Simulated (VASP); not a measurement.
# C (P6_3/mmc) in VASP: settings compared

Aim: see how the results for C move with the level of theory and the settings. Levels: BLYP, PBE. Tasks: single point.

The COD entry that gives the cell may itself be a prediction, so a difference from it is no test against experiment.

All numbers are computed with VASP 6.6.1; they aren't measurements. Logs are shortened: lines on timing, memory, paths and dates and some standing lists are left out, and cuts for length are marked.

## Step 1: Starting point

It takes space group P6_3/mmc (No. 194, hexagonal). Conventional cell: a = 2.555 Å, b = 2.555 Å, c = 8.345 Å, α = 90.00°, β = 90.00°, γ = 120.00°. Around C (site symmetry 3m) lie 4 C at 1.56 Å. C (site symmetry 3m) is surrounded by 4 C at 1.56 Å.

This is a hexagonal form of diamond, not graphite.

## Step 2: Single point, BLYP

Contents of INCAR:

```
SYSTEM = C
  AGGAC = 1.0
  AGGAX = 1.0
  ALDAC = 0.0
  ALDAX = 1.0
  ALGO = Normal
  EDIFF = 1E-6
  ENCUT = 520
  GGA = B5
  ISIF = 2
  ISMEAR = -1
  LASPH = .TRUE.
  LCHARG = .FALSE.
  LREAL = .FALSE.
  LWAVE = .FALSE.
  NBANDS = 26
  NELM = 100
  PREC = Accurate
  SIGMA = 0.05
```

Contents of KPOINTS:

```
k-points
0
G
  12 12 4
  0 0 0
```

Contents of POSCAR:

```
C
1.0
    2.5552893324      0.0000000000      0.0000000000
   -1.2776446662      2.2129454759      0.0000000000
    0.0000000000      0.0000000000      8.3454953252
C
8
Direct
    0.6666666667      0.3333333333      0.8437500000
    0.3333333333      0.6666666667      0.3437500000
    0.6666666667      0.3333333333      0.6562500000
    0.3333333333      0.6666666667      0.1562500000
    0.0000000000      0.0000000000      0.9062500000
    0.0000000000      0.0000000000      0.4062500000
    0.0000000000      0.0000000000      0.5937500000
    0.0000000000      0.0000000000      0.0937500000
```

Potentials or basis: VASP PAW PBE potentials, release 64 (C).

Command:

```
cat potpaw_PBE.64/C/POTCAR > POTCAR
mpirun -np 1 vasp_std > vasp.out
```

OUTCAR:

```text
SYSTEM = C
   EDIFF = 1E-6
   ENCUT = 520
   GGA = B5
   ISIF = 2
   ISMEAR = -1
   LASPH = .TRUE.
   LREAL = .FALSE.
   NELM = 100
   PREC = Accurate

 ion  position               nearest neighbor table
   1  0.667  0.333  0.844-   3 1.56   5 1.56   5 1.56   5 1.56
   2  0.333  0.667  0.344-   4 1.56   6 1.56   6 1.56   6 1.56
   3  0.667  0.333  0.656-   1 1.56   7 1.56   7 1.56   7 1.56
   4  0.333  0.667  0.156-   2 1.56   8 1.56   8 1.56   8 1.56
   5  0.000  0.000  0.906-   8 1.56   1 1.56   1 1.56   1 1.56
   6  0.000  0.000  0.406-   7 1.56   2 1.56   2 1.56   2 1.56
   7  0.000  0.000  0.594-   6 1.56   3 1.56   3 1.56   3 1.56
   8  0.000  0.000  0.094-   5 1.56   4 1.56   4 1.56   4 1.56

  LATTYP: Found a hexagonal cell.
 ALAT       =     2.5552893324
 C/A-ratio  =     3.2659688355

  Lattice vectors:

 A1 = (   2.5552893324,   0.0000000000,   0.0000000000)
 A2 = (  -1.2776446662,   2.2129454759,   0.0000000000)
 A3 = (   0.0000000000,   0.0000000000,   8.3454953252)

Analysis of symmetry for initial positions (statically):
=====================================================================
 Subroutine PRICEL returns:
 Original cell was already a primitive cell.

 Routine SETGRP: Setting up the symmetry group for a
 hexagonal supercell.

 Subroutine GETGRP returns: Found 24 space group operations
 (whereof 12 operations were pure point group operations)
 out of a pool of 24 trial point group operations.

The static configuration has the point symmetry D_3d.
 The point group associated with its full space group is D_6h.

Analysis of symmetry for dynamics (positions and initial velocities):
=====================================================================
 Subroutine PRICEL returns:
 Original cell was already a primitive cell.

 Routine SETGRP: Setting up the symmetry group for a
 hexagonal supercell.

 Subroutine GETGRP returns: Found 24 space group operations
 (whereof 12 operations were pure point group operations)
 out of a pool of 24 trial point group operations.

The dynamic configuration has the point symmetry D_3d.
 The point group associated with its full space group is D_6h.

 Subroutine INISYM returns: Found 24 space group operations
 (whereof 12 operations are pure point group operations),
 and found     1 'primitive' translations

----------------------------------------------------------------------------------------

                                     Primitive cell

  volume of cell :      47.1914

  direct lattice vectors                    reciprocal lattice vectors
     2.555289332  0.000000000  0.000000000     0.391345116  0.225943208  0.000000000
    -1.277644666  2.212945476  0.000000000     0.000000000  0.451886416  0.000000000
     0.000000000  0.000000000  8.345495325     0.000000000  0.000000000  0.119825123

  length of vectors
     2.555289332  2.555289332  8.345495325     0.451886416  0.451886416  0.119825123

  position of ions in fractional coordinates (direct lattice)
     0.666666667  0.333333333  0.843750000
     0.333333333  0.666666667  0.343750000
     0.666666667  0.333333333  0.656250000
     0.333333333  0.666666667  0.156250000
     0.000000000  0.000000000  0.906250000
     0.000000000  0.000000000  0.406250000
     0.000000000  0.000000000  0.593750000
     0.000000000  0.000000000  0.093750000

  ion indices of the primitive-cell ions
   primitive index   ion index
                 1           1
                 2           2
                 3           3
                 4           4
                 5           5
                 6           6
                 7           7
                 8           8

----------------------------------------------------------------------------------------

 KPOINTS: k-points

Automatic generation of k-mesh.
 Grid dimensions read from file:
 generate k-points for:   12   12    4

 Generating k-lattice:

  Cartesian coordinates                     Fractional coordinates (reciprocal lattice)
     0.032612093  0.018828601  0.000000000     0.083333333  0.000000000  0.000000000
     0.000000000  0.037657201  0.000000000     0.000000000  0.083333333  0.000000000
     0.000000000  0.000000000  0.029956281     0.000000000  0.000000000  0.250000000

  Length of vectors
     0.037657201  0.037657201  0.029956281

  Shift w.r.t. Gamma in fractional coordinates (k-lattice)
     0.000000000  0.000000000  0.000000000

 Subroutine IBZKPT returns following result:
 ===========================================

 Found     57 irreducible k-points:

 Following reciprocal coordinates:
            Coordinates               Weight
  0.000000  0.000000  0.000000      1.000000
  0.083333  0.000000  0.000000      6.000000
  0.166667  0.000000  0.000000      6.000000
  0.250000  0.000000  0.000000      6.000000
  0.333333  0.000000  0.000000      6.000000
  0.416667  0.000000  0.000000      6.000000
[... 16 lines left out ...]
  0.250000  0.000000  0.250000     12.000000
  0.333333  0.000000  0.250000     12.000000
 [... further k-points ...]
   k-points           NKPTS =     57   k-points in BZ     NKDIM =     57   number of bands    NBANDS=     26
   number of dos      NEDOS =    301   number of ions     NIONS =      8
   total plane-waves  NPLWV =  25600
   dimension x,y,z NGX =    20 NGY =   20 NGZ =   64
   dimension x,y,z NGXF=    40 NGYF=   40 NGZF=  128
   ions per type =               8
   NGX,Y,Z   is equivalent  to a cutoff of  13.01, 13.01, 12.75 a.u.
   NGXF,Y,Z  is equivalent  to a cutoff of  26.02, 26.02, 25.50 a.u.
 SYSTEM =  C
   PREC   = accura    normal or accurate (medium, high low for compatibility)
   ISTART =      0    job   : 0-new  1-cont  2-samecut
   ICHARG =      2    charge: 1-file 2-atom 10-const
   ISPIN  =      1    spin polarized calculation?
   LNONCOLLINEAR =      F non collinear calculations
   LSORBIT =      F    spin-orbit coupling
   LASPH  =      T    aspherical Exc in radial PAW
   ENCUT  =  520.0 eV  38.22 Ry    6.18 a.u.   4.75  4.75 15.52*2*pi/ulx,y,z
   NELM   =    100;   NELMIN=  2; NELMDL= -5     # of ELM steps
   EDIFF  = 0.1E-05   stopping-criterion for ELM
   LREAL  =      F    real-space projection
   EDIFFG = 0.1E-04   stopping-criterion for IOM
   NSW    =      0    number of steps for IOM
   IBRION =     -1    ionic relax: 0-MD 1-quasi-New 2-CG
   NFREE  =      0    steps in history (QN), initial steepest desc. (CG)
   ISIF   =      2    stress and relaxation
   ISYM   =      2    0-nonsym 1-usesym 2-fastsym
   POTIM  = 0.5000    time-step for ionic-motion
   TEBEG  =    0.0;   TEEND  =   0.0 temperature during run
   PSTRESS=    0.0 pullay stress
   NELECT =      32.0000    total number of electrons
   NUPDOWN=      -1.0000    fix difference up-down
   EMIN   =  10.00;   EMAX   =-10.00  energy-range for DOS
   EFERMI =   0.00;   METHOD = LEGACY
   ISMEAR =    -1;   SIGMA  =   0.05  broadening in eV -4-tet -1-fermi 0-gaus
   EFERMI_NEDOS =   21; number of points for ismear=-14 and -15
   IALGO  =     38    algorithm
   IMIX   =      4    mixing-type and parameters
     AMIX     =   0.40;   BMIX     =  1.00
     AMIX_MAG =   1.60;   BMIX_MAG =  1.00
  volume/ion in A,a.u.               =       5.90        39.81
  Fermi-wavevector in a.u.,A,eV,Ry     =   1.438259  2.717916 28.144872  2.068590
  Thomas-Fermi vector in A             =   2.557246
   LORBIT       =      0    0 simple, 1 ext, 2 COOP (PROOUT), +10 PAW based schemes
   GGA     = B5    functional components
   LHFCALC =     F    Hartree Fock is set to
   AEXX    =    0.0000 exact exchange contribution
   IVDW    =     0    specifies the selected vdW correction
   LEPSILON=     F    determine dielectric tensor
   LRPA    =     F    only Hartree local field effects (RPA)
 non-spin polarized calculation
  energy-cutoff  :      520.00
  volume of cell :       47.19
 maximum number of plane-waves:      1288
 NGX is ok and might be reduce to    20
   NGX =  9   NGY =  9   NGZ = 31

 number of electron      31.9999994 magnetization

 Free energy of the ion-electron system (eV)
  ---------------------------------------------------
  ext. energy  EPLUGINS =         0.00000000
  ---------------------------------------------------
  free energy    TOTEN  =       -66.80363860 eV

  energy without entropy =      -66.80363860  energy(sigma->0) =      -66.80363860

 E-fermi :  10.6025     XC(G=0): -12.3541

 val. band max:        9.5799706172   @ k =   0.0000   0.0000   0.0000
 cond. band min:      14.2237742040   @ k =   0.4167   0.0000   0.0000
 fundamental gap:      4.6438035868
 Fermi energy:        10.6025006720

 k-point     1 :       0.0000    0.0000    0.0000
  band No.  band energies     occupation
      1     -11.2375      2.00000
      2      -9.6026      2.00000
      3      -9.5557      2.00000
      4      -5.7288      2.00000
      5      -3.2473      2.00000
      6       3.1866      2.00000
[... 18 lines left out ...]
     25      17.5079      0.00000
     26      17.6022      0.00000

 k-point     2 :       0.0833    0.0000    0.0000
  band No.  band energies     occupation
      1     -11.0727      2.00000
      2      -9.4414      2.00000
      3      -9.3936      2.00000
      4      -5.5812      2.00000
      5      -3.1002      2.00000
      6       3.2569      2.00000
[... 18 lines left out ...]
     25      18.0629      0.00000
     26      18.0919      0.00000

 k-point     3 :       0.1667    0.0000    0.0000
  band No.  band energies     occupation
      1     -10.5806      2.00000
      2      -8.9603      2.00000
      3      -8.9097      2.00000
      4      -5.1408      2.00000
      5      -2.6745      2.00000
      6       3.3569      2.00000
[... 18 lines left out ...]
     25      18.8277      0.00000
     26      19.4780      0.00000

 k-point     4 :       0.2500    0.0000    0.0000
  band No.  band energies     occupation
      1      -9.7686      2.00000
      2      -8.1694      2.00000
      3      -8.1121      2.00000
      4      -4.4162      2.00000
      5      -2.0479      2.00000
      6       1.7125      2.00000
[... 18 lines left out ...]
     25      20.0524      0.00000
     26      20.0736      0.00000

 k-point     5 :       0.3333    0.0000    0.0000
  band No.  band energies     occupation
      1      -8.6540      2.00000
      2      -7.0963      2.00000
      3      -7.0210      2.00000
      4      -3.4372      2.00000
      5      -1.7393      2.00000
      6      -0.2122      2.00000
[... 18 lines left out ...]
     25      20.6579      0.00000
     26      21.0060      0.00000

 k-point     6 :       0.4167    0.0000    0.0000
  band No.  band energies     occupation
      1      -7.2886      2.00000
      2      -5.8669      2.00000
      3      -5.7024      2.00000
      4      -3.0466      2.00000
      5      -2.4781      2.00000
      6      -1.7919      2.00000
[... 427 lines left out ...]
 k-point    21 :       0.0833    0.0000    0.2500
  band No.  band energies     occupation
      1     -10.9682      2.00000
      2     -10.1370      2.00000
      3      -8.5082      2.00000
      4      -6.2863      2.00000
      5      -2.2258      2.00000
      6       1.3066      2.00000
[... 18 lines left out ...]
     25      18.1652      0.00000
     26      18.1906      0.00000

 k-point    22 :       0.1667    0.0000    0.2500
  band No.  band energies     occupation
      1     -10.4766      2.00000
      2      -9.6500      2.00000
      3      -8.0323      2.00000
      4      -5.8338      2.00000
      5      -1.8228      2.00000
      6       1.5790      2.00000
[... 18 lines left out ...]
     25      19.4169      0.00000
     26      19.7175      0.00000

 k-point    23 :       0.2500    0.0000    0.2500
  band No.  band energies     occupation
      1      -9.6655      2.00000
      2      -8.8474      2.00000
      3      -7.2502      2.00000
      4      -5.0924      2.00000
      5      -1.2475      2.00000
      6       1.5246      2.00000
[... 18 lines left out ...]
     25      19.8003      0.00000
     26      20.9071      0.00000

 k-point    24 :       0.3333    0.0000    0.2500
  band No.  band energies     occupation
      1      -8.5528      2.00000
      2      -7.7502      2.00000
      3      -6.1909      2.00000
      4      -4.1045      2.00000
      5      -1.2377      2.00000
      6      -0.1956      2.00000
[... 18 lines left out ...]
     25      19.8276      0.00000
     26      21.6252      0.00000

 [... further k-points ...]

------------------------ aborting loop because EDIFF is reached ----------------------------------------

  FORCE on cell =-STRESS in cart. coord.  units (eV):
  Direction    XX          YY          ZZ          XY          YZ          ZX
  --------------------------------------------------------------------------------------
  -------------------------------------------------------------------------------------
  Total       -2.3527708     -2.3527708      0.9391604      0.0000000      0.0000000      0.0000000
  in kB      -79.8780185    -79.8780185     31.8850738      0.0000000      0.0000000      0.0000000
  external PRESSURE =     -42.6236544 kB  Pullay stress =       0.0000000 kB

 VOLUME and BASIS-vectors are now :
 -----------------------------------------------------------------------------
  energy-cutoff  :      520.00
  volume of cell :       47.19
      direct lattice vectors                 reciprocal lattice vectors
     2.555289332  0.000000000  0.000000000     0.391345116  0.225943208  0.000000000
    -1.277644666  2.212945476  0.000000000     0.000000000  0.451886416  0.000000000
     0.000000000  0.000000000  8.345495325     0.000000000  0.000000000  0.119825123

 POSITION                                       TOTAL-FORCE (eV/Angst)
 -----------------------------------------------------------------------------------
      1.27764      0.73765      7.04151         0.000000     -0.000000      0.291555
     -0.00000      1.47530      2.86876         0.000000      0.000000      0.291555
      1.27764      0.73765      5.47673         0.000000     -0.000000     -0.291555
     -0.00000      1.47530      1.30398        -0.000000      0.000000     -0.291555
      0.00000      0.00000      7.56311        -0.000000      0.000000      0.315883
      0.00000      0.00000      3.39036         0.000000      0.000000      0.315883
      0.00000      0.00000      4.95514        -0.000000     -0.000000     -0.315883
      0.00000      0.00000      0.78239         0.000000     -0.000000     -0.315883
 -----------------------------------------------------------------------------------
    total drift:                               -0.000000      0.000000      0.000000

  FREE ENERGIE OF THE ION-ELECTRON SYSTEM (eV)
  ---------------------------------------------------
  free  energy   TOTEN  =       -66.8036385974 eV

  energy  without entropy=      -66.8036385974  energy(sigma->0) =      -66.80363860
```

Wall time 92 s (1 thread of AMD EPYC 7R43 (Zen 3), shared host); peak memory 0.15 GiB.

Results:

| Property | Result |
| --- | --- |
| Free energy | -66.8036 eV |
| Pressure | -4.3 GPa |
| Largest force | 0.316 eV/Å |
| Band gap on the k mesh | 4.64 eV, indirect (least direct gap 5.26 eV) |

Forces in eV/Å, atoms in the order of the input:
```
C    0.000  0.000  0.292
C    0.000  0.000  0.292
C    0.000  0.000 -0.292
C    0.000  0.000 -0.292
C    0.000  0.000  0.316
C    0.000  0.000  0.316
C    0.000  0.000 -0.316
C    0.000  0.000 -0.316
```

Caveat: the PAW data sets were made with another functional, which shifts forces and pressure a little. A k mesh can miss the band edges.

## Step 3: Single point, PBE

This run uses another cell than the first one, of 5.79 Å³/atom, 0.981 times its volume.

Contents of INCAR:

```
SYSTEM = C
PREC     = Accurate       ! precision mode
ENCUT    = 520            ! plane-wave cutoff, eV
EDIFF    = 1E-7           ! SCF threshold, eV
ISMEAR   = -1             ! smearing method
SIGMA    = 0.05           ! smearing width, eV
LREAL    = .False.        ! projectors in reciprocal space
LASPH    = .True.         ! aspherical terms in the spheres
NELM     = 60             ! most SCF steps
ALGO     = Normal         ! electronic algorithm
ISIF     = 2              ! what is computed and relaxed
LWAVE    = .False.        ! write WAVECAR
LCHARG   = .False.        ! write CHGCAR
GGA      = PE             ! functional
NBANDS   = 26             ! bands
```

Contents of KPOINTS:

```
regular mesh
0
Gamma
  12 12 4
  0 0 0
```

POSCAR, as its differences from that of step 2:

```diff
@@ -2,5 +2,5 @@
 1.0
-    2.5552893324      0.0000000000      0.0000000000
-   -1.2776446662      2.2129454759      0.0000000000
-    0.0000000000      0.0000000000      8.3454953252
+    2.5388031358      0.0000000000      0.0000000000
+   -1.2694015679      2.1986680108      0.0000000000
+    0.0000000000      0.0000000000      8.2916519209
 C
```

Potentials or basis: VASP PAW PBE potentials, release 64 (C).

Command:

```
cat potpaw_PBE.64/C/POTCAR > POTCAR
mpirun -np 1 vasp_std > vasp.out
```

It took 52 s on 1 thread of AMD EPYC 7R43 (Zen 3), shared host; peak memory 0.15 GiB.

Results (log left out):

| Quantity | Value |
| --- | --- |
| Free energy | -72.6415 eV |
| Pressure | -5.6 GPa |
| Largest force | 0.316 eV/Å |
| Band gap on the k mesh | 4.37 eV, indirect (least direct gap 5.14 eV) |

Forces on the atoms (eV/Å):
```
C    0.000  0.000  0.309
C    0.000  0.000  0.309
C    0.000  0.000 -0.309
C    0.000  0.000 -0.309
C    0.000  0.000  0.316
C    0.000  0.000  0.316
C    0.000  0.000 -0.316
C    0.000  0.000 -0.316
```

Stress tensor (GPa, compression positive):
```
-9.47  0.00  0.00
 0.00 -9.47  0.00
 0.00  0.00  2.20
```

Levels at points of the mesh, in eV from the valence-band top:
| k point | band 14 | band 15 | band 16 | band 17 | band 18 | band 19 |
| --- | --- | --- | --- | --- | --- | --- |
| (0.00, 0.00, 0.00) | -0.22 | 0.00 | 0.00 | 5.14 | 5.14 | 5.65 |
| (0.50, 0.00, 0.00) | -4.47 | -3.63 | -2.88 | 4.42 | 5.52 | 5.81 |
| (0.00, 0.00, 0.50) | -0.66 | -0.66 | -0.66 | 5.91 | 5.91 | 5.91 |
| (0.50, 0.00, 0.50) | -4.64 | -3.59 | -3.59 | 4.77 | 4.77 | 7.04 |

A k mesh can miss the band edges. A hybrid or GW would open this gap; PBE tends to underestimate it.

(Continued in part 2 of 2.)
